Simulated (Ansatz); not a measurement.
# HfO2: the cost of one run

Program: Ansatz 0.2.0. Level of theory: DFT PBEsol, scalar-relativistic, plane waves, PAW. These are calculated values, not measurements.

4 further runs of the same task are left out: 4 set aside as unsound or not needed. Runs told in other sessions of the task aren't counted.

## (1) The system as given

The cell holds 24 atoms (GdHf7O16): a = 6.691 Å, b = 7.264 Å, c = 7.264 Å, α = 90.91°, β = 116.23°, γ = 116.23°.

The coordinates of this cell stand in the input of its own run.

The host was relaxed before at PBEsol: a = 5.096 Å, b = 5.177 Å, c = 5.271 Å, α = 90.00°, β = 99.62°, γ = 90.00° (conventional cell), 11.424 Å³/atom.

Places, in fractions of the supercell: Gd in place of Hf at (0.292, 0.013, 0.556). The start keeps the symmetry of the ideal site.

## (2) Band edges of the host over the zone

Contents of input.yaml:

```yaml
crystal:
  lattice:
    - [5.0956762375, 0.0, -0.0019234324]
    - [0.0, 5.1770571813, 0.0]
    - [-0.8783916906, 0.0, 5.1968913486]
  atoms:
    - { symbol: Hf, position: [0.2771467369, 0.457045833, 0.7081795836] }
    - { symbol: Hf, position: [0.7228532631, 0.957045833, 0.7918204164] }
    - { symbol: Hf, position: [0.7228532631, 0.542954167, 0.2918204164] }
    - { symbol: Hf, position: [0.2771467369, 0.042954167, 0.2081795836] }
    - { symbol: O, position: [0.4471346448, 0.7418166537, 0.9799930225] }
    - { symbol: O, position: [0.5528653552, 0.2418166537, 0.5200069775] }
    - { symbol: O, position: [0.5528653552, 0.2581833463, 0.0200069775] }
    - { symbol: O, position: [0.4471346448, 0.7581833463, 0.4799930225] }
    - { symbol: O, position: [0.0712348775, 0.3373418012, 0.3408778812] }
    - { symbol: O, position: [0.9287651225, 0.8373418012, 0.1591221188] }
    - { symbol: O, position: [0.9287651225, 0.6626581988, 0.6591221188] }
    - { symbol: O, position: [0.0712348775, 0.1626581988, 0.8408778812] }
basis:
  ecutwfc: 420
  xc_grid: 2
kpoints:
  mp_grid: { grid: [4, 4, 4] }
  band_path: { path: [VBM, CBM], npoints: 2 }
hamiltonian:
  xc: pbesol
scf:
  occupations: { method: gaussian, width: 0.02 }
output:
  forces: true
  stress: true
  eigenvalues: true
```

On the command line:

```bash
$ ansatz run input.yaml --threads 8 --pin off --max-ram 16384MiB --backend cpu --events-out ev --progress --plain --runs-dir out
```

What time and memory should one allow on 8 threads of AMD EPYC 9B14 (Zen 4), shared host?

About 13 s, with a peak of 1.1 GiB.
